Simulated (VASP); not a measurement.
# Ga2O3: lattice, stiffness and zone-centre modes, part 2 of 2

What lattice, stiffness and vibrations does Ga2O3 have at one level of theory? The starting structure is a computed structure from the Materials Project. All runs use LDA.

VASP 6.6.1.

So far. Step 2 (Relaxation): The relaxed cell holds 9.483 Å³ an atom, with a = 4.964 Å (-0.7 % against the database cell) and c = 13.333 Å (-0.9 % against the database cell). Pressures at 0.985 and 1.015 times this volume, from two more relaxations that aren't shown, give a bulk modulus of 237.5 GPa. Step 3 (Elastic constants): The elastic tensor has C11 = 416.4, C12 = 190.7, C44 = 91.1 GPa, among others; its Hill averages are a bulk modulus of 239.7 and a shear modulus of 104.6 GPa.

## 4. Modes of the relaxed cell

Level of this step: LDA; plane waves and PAW (Ga_d, O) (VASP).

File INCAR:

```
SYSTEM = Ga2O3
PREC = Accurate
ENCUT = 560
EDIFF = 1E-08
NELM = 100
ISMEAR = 0
SIGMA = 0.03
LREAL = .FALSE.
ALGO = Normal
GGA = CA
NBANDS = 54
LORBIT = 11
LWAVE = .FALSE.
LCHARG = .FALSE.
KPAR = 8
IBRION = 8
LEPSILON = .TRUE.
LPEAD = .TRUE.
ISIF = 2
```

File POSCAR:

```
Ga2O3
1.0
    2.4817958700      1.4328655137      4.4443306304
   -2.4817958700      1.4328655137      4.4443306304
    0.0000000000     -2.8657310274      4.4443306304
Ga O
4 6
Direct
    0.3557231773      0.3557231773      0.3557231773
    0.1442768227      0.1442768227      0.1442768227
    0.6442768227      0.6442768227      0.6442768227
    0.8557231773      0.8557231773      0.8557231773
    0.5525208458      0.9474791542      0.2500000000
    0.9474791542      0.2500000000      0.5525208458
    0.2500000000      0.5525208458      0.9474791542
    0.0525208458      0.7500000000      0.4474791542
    0.4474791542      0.0525208458      0.7500000000
    0.7500000000      0.4474791542      0.0525208458
```

File KPOINTS:

```
Automatic mesh
0
Gamma
6 6 6
0 0 0
```

PAW data sets: Ga_d and O (LDA family, release 64).

Command:

```
$ mpirun -np 8 vasp_std
```

The log of the run:

```text
[... set-up lines as in an earlier step ...]
 entering main loop
       N       E                     dE             d eps       ncg     rms          rms(c)
[... 13 cycles as in an earlier step ...]
DAV:  14    -0.682785143430E+02   -0.31190E-07   -0.15864E-06  3982   0.814E-03    0.144E-03
DAV:  15    -0.682785142378E+02    0.10524E-06   -0.25314E-07  4292   0.109E-02    0.763E-04
DAV:  16    -0.682785142307E+02    0.70704E-08   -0.11374E-07  4958   0.466E-03    0.243E-04
DAV:  17    -0.682785142320E+02   -0.12587E-08   -0.34532E-08  3020   0.212E-03
   1 F= -.68278514E+02 E0= -.68278514E+02  d E =-.114747E-17
 Linear response reoptimize wavefunctions to high precision
DAV:   1    -0.682785142324E+02   -0.46930E-09   -0.53292E-09  2220   0.906E-04
DAV:   2    -0.682785142325E+02   -0.94587E-10   -0.19246E-09  2244   0.309E-04
DAV:   3    -0.682785142327E+02   -0.17280E-09   -0.41400E-10  2232   0.170E-04
 Linear response to external field (no local field effect), progress :
  Direction:   1
       N       E                     dE             d eps       ncg     rms          rms(c)
[...]
RMM:  16    -0.363699796762E+00   -0.15085E-07   -0.21152E-07 27144   0.268E-04    0.727E-08
 first order change of Fermi-energy   0.46369E-02
 force on displaced ion       5 direction 2 :  -0.001 -16.517   5.343
 Born effective charge ion    5 direction 2 :   0.000  -2.067   0.510
 Linear response progress:
  Degree of freedom:   5/  5
       N       E                     dE             d eps       ncg     rms          rms(c)
RMM:   1    -0.375010966781E+00   -0.37501E+00    0.25601E-01 32486   0.268E+00
RMM:   2    -0.363058760016E+00    0.11952E-01   -0.18192E-02 21617   0.795E-01    0.133E-01
RMM:   3    -0.364258302920E+00   -0.11995E-02   -0.18302E-03 23920   0.231E-01    0.676E-02
RMM:   4    -0.365599122232E+00   -0.13408E-02   -0.55153E-04 23455   0.956E-02    0.153E-02
[...]
RMM:  15    -0.365703643671E+00   -0.37263E-07   -0.22529E-07 26682   0.305E-04    0.149E-07
RMM:  16    -0.365703677716E+00   -0.34045E-07    0.21783E-07 26897   0.305E-04    0.104E-07
RMM:  17    -0.365703597601E+00    0.80115E-07   -0.17330E-07 27204   0.305E-04    0.773E-08
 first order change of Fermi-energy  -0.82493E-02
 force on displaced ion       5 direction 3 :   0.001   5.341 -11.884
 Born effective charge ion    5 direction 3 :  -0.000   0.348  -2.136
 Born effective charges drift removed
 Linear response finished
```

It took 16 min on 8 MPI ranks of AMD EPYC 9R45, shared host; peak memory 11 GiB.

Parts of OUTCAR (step 4):

```text
  Total       -0.0098761     -0.0098761     -0.0041304      0.0000000      0.0000000      0.0000000
  in kB       -0.1668663     -0.1668663     -0.0697867      0.0000000      0.0000000      0.0000000
  external PRESSURE =      -0.1345064 kB  Pullay stress =       0.0000000 kB

 POSITION                                       TOTAL-FORCE (eV/Angst)
 -----------------------------------------------------------------------------------
      0.00000      0.00000      4.74285        -0.000000      0.000000      0.000051
      0.00000      0.00000      1.92364        -0.000000      0.000000     -0.000051
      0.00000      0.00000      8.59014        -0.000000      0.000000     -0.000051
      0.00000      0.00000     11.40935        -0.000000     -0.000000      0.000051
     -0.98021      1.43287      7.77758        -0.000612      0.000000     -0.000000
      1.73100      0.13245      7.77758         0.000306      0.000530     -0.000000
     -0.75079     -1.56532      7.77758         0.000306     -0.000530     -0.000000
     -1.73100     -0.13245      5.55541        -0.000306     -0.000530     -0.000000
      0.98021     -1.43287      5.55541         0.000612      0.000000     -0.000000
      0.75079      1.56532      5.55541        -0.000306      0.000530     -0.000000
 -----------------------------------------------------------------------------------
    total drift:                               -0.000000      0.000000      0.000000

 MACROSCOPIC STATIC DIELECTRIC TENSOR (including local field effects in DFT)
 ------------------------------------------------------
           4.298935    -0.000000     0.000000
          -0.000000     4.298935     0.000000
          -0.000000     0.000000     4.167558
 ------------------------------------------------------

 MACROSCOPIC STATIC DIELECTRIC TENSOR IONIC CONTRIBUTION
 ------------------------------------------------------
           7.821461     0.000000    -0.000000
           0.000000     7.821461     0.000000
          -0.000000     0.000000    12.893059
 ------------------------------------------------------

[... 2 parts as in an earlier step ...]
```

The zone-centre modes at 9.483 Å³ an atom are at the top A2g (3) 693.0, Eg (5) 680.7, A1u (2) 616.6, A1g (2) 565.3 cm⁻¹, at the bottom Eg (1) 238.7, Eu (1) 225.0, A1g (1) 217.1, A2g (1) 161.6 cm⁻¹, with 10 more of the listed ones between.

## 5. Modes at 0.97 of that volume

Shape and positions were first relaxed at this volume, in a run that isn't shown.

INCAR is that of step 4.

File POSCAR:

```
Ga2O3
1.0
    2.4600169076      1.4202914240      4.3876706972
   -2.4600169076      1.4202914240      4.3876706972
    0.0000000000     -2.8405828478      4.3876706972
Ga O
4 6
Direct
    0.3559605945      0.3559605945      0.3559605945
    0.1440394055      0.1440394055      0.1440394055
    0.6440394055      0.6440394055      0.6440394055
    0.8559605945      0.8559605945      0.8559605945
    0.5524755451      0.9475244549      0.2500000000
    0.9475244549      0.2500000000      0.5524755451
    0.2500000000      0.5524755451      0.9475244549
    0.0524755451      0.7500000000      0.4475244549
    0.4475244549      0.0524755451      0.7500000000
    0.7500000000      0.4475244549      0.0524755451
```

KPOINTS is that of step 4.

Command:

```
$ mpirun -np 8 vasp_std
```

The log of the run:

```text
[... set-up lines as in an earlier step ...]
 entering main loop
       N       E                     dE             d eps       ncg     rms          rms(c)
DAV:   1     0.122837872971E+04    0.12284E+04   -0.41800E+04  4204   0.325E+03
DAV:   2     0.193439201545E+03   -0.10349E+04   -0.97508E+03  3512   0.854E+02
DAV:   3    -0.564358153685E+02   -0.24988E+03   -0.24318E+03  3946   0.272E+02
DAV:   4    -0.760601482466E+02   -0.19624E+02   -0.19420E+02  4280   0.822E+01
[...]
DAV:  15    -0.682055785259E+02    0.83508E-07   -0.25372E-07  5116   0.963E-03    0.608E-04
DAV:  16    -0.682055785252E+02    0.74942E-09   -0.12791E-07  4924   0.446E-03    0.291E-04
DAV:  17    -0.682055785276E+02   -0.24065E-08   -0.48945E-08  3716   0.234E-03
   1 F= -.68205579E+02 E0= -.68205579E+02  d E =-.476801E-25
 Linear response reoptimize wavefunctions to high precision
DAV:   1    -0.682055785279E+02   -0.28740E-09   -0.31123E-09  2238   0.731E-04
DAV:   2    -0.682055785279E+02   -0.54570E-10   -0.78076E-10  2292   0.205E-04
 Linear response to external field (no local field effect), progress :
[...]
RMM:  17    -0.363881681401E+00    0.47466E-07   -0.21016E-07 27670   0.438E-04    0.829E-08
 first order change of Fermi-energy   0.34038E-02
 force on displaced ion       5 direction 2 :  -0.000 -18.123   6.264
 Born effective charge ion    5 direction 2 :   0.000  -2.055   0.493
 Linear response progress:
  Degree of freedom:   5/  5
       N       E                     dE             d eps       ncg     rms          rms(c)
RMM:   1    -0.376322008258E+00   -0.37632E+00    0.24980E-01 32430   0.275E+00
RMM:   2    -0.363206681230E+00    0.13115E-01   -0.19430E-02 21694   0.830E-01    0.136E-01
RMM:   3    -0.364446316058E+00   -0.12396E-02   -0.19697E-03 23851   0.241E-01    0.690E-02
RMM:   4    -0.365829472657E+00   -0.13832E-02   -0.57805E-04 23459   0.996E-02    0.154E-02
[...]
RMM:  14    -0.365945123188E+00    0.45458E-07   -0.36828E-08 26992   0.441E-04    0.220E-07
RMM:  15    -0.365945199516E+00   -0.76328E-07   -0.46011E-07 27155   0.441E-04    0.109E-07
RMM:  16    -0.365945200680E+00   -0.11639E-08   -0.12295E-09 27392   0.442E-04    0.660E-08
 first order change of Fermi-energy   0.15636E-03
 force on displaced ion       5 direction 3 :   0.001   6.264 -13.111
 Born effective charge ion    5 direction 3 :  -0.000   0.330  -2.119
 Born effective charges drift removed
 Linear response finished
```

It took 13 min on 8 MPI ranks; peak memory 10 GiB; 1.6 h of CPU time.

OUTCAR, selected parts (step 5):

```text
  Total        4.4241957      4.4241957      4.4303062      0.0000000      0.0000000      0.0000000
  in kB       77.0626742     77.0626742     77.1691101      0.0000000      0.0000000      0.0000000
  external PRESSURE =      77.0981528 kB  Pullay stress =       0.0000000 kB

 POSITION                                       TOTAL-FORCE (eV/Angst)
 -----------------------------------------------------------------------------------
      0.00000      0.00000      4.68551         0.000000      0.000000      0.000596
      0.00000      0.00000      1.89599         0.000000     -0.000000     -0.000596
      0.00000      0.00000      8.47750         0.000000     -0.000000     -0.000596
      0.00000      0.00000     11.26702         0.000000      0.000000      0.000596
     -0.97183      1.42029      7.67842         0.001169      0.000000      0.000000
      1.71592      0.13148      7.67842        -0.000584     -0.001012      0.000000
     -0.74409     -1.55177      7.67842        -0.000584      0.001012      0.000000
     -1.71592     -0.13148      5.48459         0.000584      0.001012      0.000000
      0.97183     -1.42029      5.48459        -0.001169      0.000000     -0.000000
      0.74409      1.55177      5.48459         0.000584     -0.001012      0.000000
 -----------------------------------------------------------------------------------
    total drift:                               -0.000000      0.000000      0.000000

 MACROSCOPIC STATIC DIELECTRIC TENSOR (including local field effects in DFT)
 ------------------------------------------------------
           4.202356    -0.000000     0.000000
          -0.000000     4.202356     0.000000
          -0.000000     0.000000     4.058573
 ------------------------------------------------------

 MACROSCOPIC STATIC DIELECTRIC TENSOR IONIC CONTRIBUTION
 ------------------------------------------------------
           7.054344    -0.000000     0.000000
          -0.000000     7.054344     0.000000
           0.000000     0.000000    11.531062
 ------------------------------------------------------

[... 1 part as in an earlier step ...]

[... 1 further part left out ...]
```

The zone-centre modes at 9.198 Å³ an atom are at the top A2g (3) 727.1, Eg (5) 716.3, A1u (2) 643.5, A1g (2) 591.9 cm⁻¹, at the bottom Eg (1) 246.9, Eu (1) 236.0, A1g (1) 225.0, A2g (1) 171.0 cm⁻¹, with 10 more of the listed ones between.

## 6. Modes at 1.03 of that volume

Shape and positions were first relaxed at this volume, in a run that isn't shown.

INCAR is that of step 5.

File POSCAR:

```
Ga2O3
1.0
    2.5034234136      1.4453521819      4.4989076724
   -2.5034234136      1.4453521819      4.4989076724
    0.0000000000     -2.8907043636      4.4989076724
Ga O
4 6
Direct
    0.3555328450      0.3555328450      0.3555328450
    0.1444671550      0.1444671550      0.1444671550
    0.6444671550      0.6444671550      0.6444671550
    0.8555328450      0.8555328450      0.8555328450
    0.5524978210      0.9475021790      0.2500000000
    0.9475021790      0.2500000000      0.5524978210
    0.2500000000      0.5524978210      0.9475021790
    0.0524978210      0.7500000000      0.4475021790
    0.4475021790      0.0524978210      0.7500000000
    0.7500000000      0.4475021790      0.0524978210
```

KPOINTS is that of step 5.

Command:

```
$ mpirun -np 8 vasp_std
```

The log of the run:

```text
[... set-up lines as in an earlier step ...]
 entering main loop
       N       E                     dE             d eps       ncg     rms          rms(c)
DAV:   1     0.122839242468E+04    0.12284E+04   -0.41953E+04  4096   0.318E+03
DAV:   2     0.202133349314E+03   -0.10263E+04   -0.97055E+03  3504   0.847E+02
DAV:   3    -0.550994952113E+02   -0.25723E+03   -0.24955E+03  3974   0.271E+02
DAV:   4    -0.758101531796E+02   -0.20711E+02   -0.20492E+02  4308   0.826E+01
[...]
DAV:  15    -0.682243437594E+02    0.18645E-06   -0.41757E-07  5074   0.116E-02    0.101E-03
DAV:  16    -0.682243437424E+02    0.17006E-07   -0.18563E-07  5270   0.623E-03    0.192E-04
DAV:  17    -0.682243437470E+02   -0.45948E-08   -0.46448E-08  3730   0.144E-03
   1 F= -.68224344E+02 E0= -.68224344E+02  d E =-.262749E-12
 Linear response reoptimize wavefunctions to high precision
DAV:   1    -0.682243437467E+02    0.29468E-09   -0.23963E-09  2244   0.337E-04
DAV:   2    -0.682243437468E+02   -0.14370E-09   -0.53386E-10  2280   0.184E-04
[...]
RMM:  14    -0.363421704863E+00    0.96927E-08   -0.73771E-08 26532   0.209E-04    0.446E-07
 first order change of Fermi-energy   0.10828E-01
 force on displaced ion       5 direction 2 :  -0.001 -15.098   4.502
 Born effective charge ion    5 direction 2 :   0.000  -2.079   0.528
 Linear response progress:
  Degree of freedom:   5/  5
       N       E                     dE             d eps       ncg     rms          rms(c)
RMM:   1    -0.373989693012E+00   -0.37399E+00    0.25900E-01 32484   0.262E+00
RMM:   2    -0.362832982749E+00    0.11157E-01   -0.17186E-02 21560   0.765E-01    0.130E-01
RMM:   3    -0.363987693046E+00   -0.11547E-02   -0.17124E-03 23927   0.221E-01    0.665E-02
RMM:   4    -0.365278548931E+00   -0.12909E-02   -0.52572E-04 23484   0.920E-02    0.153E-02
[...]
RMM:  14    -0.365372487422E+00    0.70286E-07   -0.52170E-08 26821   0.186E-04    0.258E-07
RMM:  15    -0.365372538398E+00   -0.50976E-07   -0.12938E-08 26909   0.186E-04    0.105E-07
RMM:  16    -0.365372539650E+00   -0.12517E-08    0.84307E-09 27087   0.186E-04    0.770E-08
 first order change of Fermi-energy  -0.22146E-01
 force on displaced ion       5 direction 3 :   0.000   4.501 -10.788
 Born effective charge ion    5 direction 3 :  -0.000   0.366  -2.154
 Born effective charges drift removed
 Linear response finished
```

Run time: 16 min. Hardware: 8 MPI ranks; peak memory 11 GiB; 2 h of CPU time.

Parts of OUTCAR (step 6):

```text
  Total       -4.0066340     -4.0066340     -4.0109977     -0.0000000     -0.0000000      0.0000000
  in kB      -65.7239916    -65.7239917    -65.7955734     -0.0000000     -0.0000000      0.0000000
  external PRESSURE =     -65.7478523 kB  Pullay stress =       0.0000000 kB

 POSITION                                       TOTAL-FORCE (eV/Angst)
 -----------------------------------------------------------------------------------
      0.00000      0.00000      4.79853        -0.000000     -0.000000     -0.000197
      0.00000      0.00000      1.94983        -0.000000      0.000000      0.000197
      0.00000      0.00000      8.69819        -0.000000      0.000000      0.000197
      0.00000      0.00000     11.54689        -0.000000     -0.000000     -0.000197
     -0.98886      1.44535      7.87309        -0.000077     -0.000000     -0.000000
      1.74614      0.13370      7.87309         0.000039      0.000067     -0.000000
     -0.75728     -1.57906      7.87309         0.000039     -0.000067     -0.000000
     -1.74614     -0.13370      5.62363        -0.000039     -0.000067     -0.000000
      0.98886     -1.44535      5.62363         0.000077     -0.000000     -0.000000
      0.75728      1.57906      5.62363        -0.000039      0.000067     -0.000000
 -----------------------------------------------------------------------------------
    total drift:                               -0.000000     -0.000000      0.000000

 MACROSCOPIC STATIC DIELECTRIC TENSOR (including local field effects in DFT)
 ------------------------------------------------------
           4.407324    -0.000000     0.000000
           0.000000     4.407324     0.000000
           0.000000     0.000000     4.287119
 ------------------------------------------------------

 MACROSCOPIC STATIC DIELECTRIC TENSOR IONIC CONTRIBUTION
 ------------------------------------------------------
           8.727201    -0.000000     0.000000
          -0.000000     8.727201     0.000000
           0.000000     0.000000    14.535307
 ------------------------------------------------------

[... 1 part as in an earlier step ...]

[... 1 further part left out ...]
```

The zone-centre modes at 9.767 Å³ an atom are at the top A2g (3) 660.8, Eg (5) 647.4, A1u (2) 590.8, A1g (2) 540.3 cm⁻¹, at the bottom Eg (1) 229.5, Eu (1) 213.6, A1g (1) 208.8, A2g (1) 152.1 cm⁻¹, with 10 more of the listed ones between.

## 7. All runs side by side

| run | volume (Å³/atom) | A2g (3) | Eg (5) | A1u (2) | A1g (2) | Eg (1) | Eu (1) | A1g (1) | A2g (1) | core minutes |
| --- | --- | --- | --- | --- | --- | --- | --- | --- | --- | --- |
| relaxation | 9.483 | - | - | - | - | - | - | - | - | 2.93 |
| elastic constants | 9.483 | - | - | - | - | - | - | - | - | 248.0 |
| modes of the relaxed cell | 9.483 | 693.0 | 680.7 | 616.6 | 565.3 | 238.7 | 225.0 | 217.1 | 161.6 | 126.0 |
| modes at 0.97 of that volume | 9.198 | 727.1 | 716.3 | 643.5 | 591.9 | 246.9 | 236.0 | 225.0 | 171.0 | 102.0 |
| modes at 1.03 of that volume | 9.767 | 660.8 | 647.4 | 590.8 | 540.3 | 229.5 | 213.6 | 208.8 | 152.1 | 129.0 |

Modes are in cm⁻¹, degenerate ones as one, matched by symmetry and order. A number in brackets counts the listed modes of one symmetry from the lowest. The symmetry labels come from an automatic analysis and can be wrong where levels nearly coincide. Between the highest four and the lowest four, 10 more are left out. Core minutes are wall time times ranks of the run shown, on a shared host.

## 8. What came out

```json
{"relaxed volume": "9.483 Å³/atom", "bulk modulus from two volumes": "237 GPa", "Hill shear modulus": "105 GPa", "mode A2g (3)": "693.0 cm⁻¹", "mode Eg (5)": "680.7 cm⁻¹", "mode A1u (2)": "616.6 cm⁻¹", "mode A1g (2)": "565.3 cm⁻¹", "mode Eg (1)": "238.7 cm⁻¹", "mode Eu (1)": "225.0 cm⁻¹", "mode A1g (1)": "217.1 cm⁻¹", "mode A2g (1)": "161.6 cm⁻¹", "Grüneisen parameter of A2g (3)": "1.59", "Grüneisen parameter of Eg (5)": "1.68", "Grüneisen parameter of A1u (2)": "1.42", "Grüneisen parameter of A1g (2)": "1.52", "Grüneisen parameter of Eg (1)": "1.22", "Grüneisen parameter of Eu (1)": "1.66", "Grüneisen parameter of A1g (1)": "1.25", "Grüneisen parameter of A2g (1)": "1.95"}
```

What this shows: At the LDA level Ga2O3 relaxes to 9.48 Å³ an atom. The bulk modulus is 237.5 GPa from the pressures at two volumes and 239.7 GPa as the Hill average of the elastic tensor, so the two routes agree. The mode Grüneisen parameters, from the cells at 0.97 and 1.03 of the volume, run from 0.61 (Eg (3)) to 2.23 (Eu (3)). The dielectric constants and Born charges in the logs aren't compared here; at a small gap they can be far off, and in a run without a gap they mean nothing. The frequencies are harmonic, and the splitting of polar modes by their long-range field is left out. All values are for a static lattice. Further runs on this material are not shown.

[Lines on the potential files, build, host, timing and source positions are cut from VASP's logs without a mark.]

[Logs are printed without paths, hosts, clocks, repeated set-up lines and the standing remarks that a program may print on its own settings, such as how far it seeks lower states.]

[Hosts, paths, dates, database ids (printed as entryN), source tags and the programs' standing remarks are cut or masked in the printed files.]
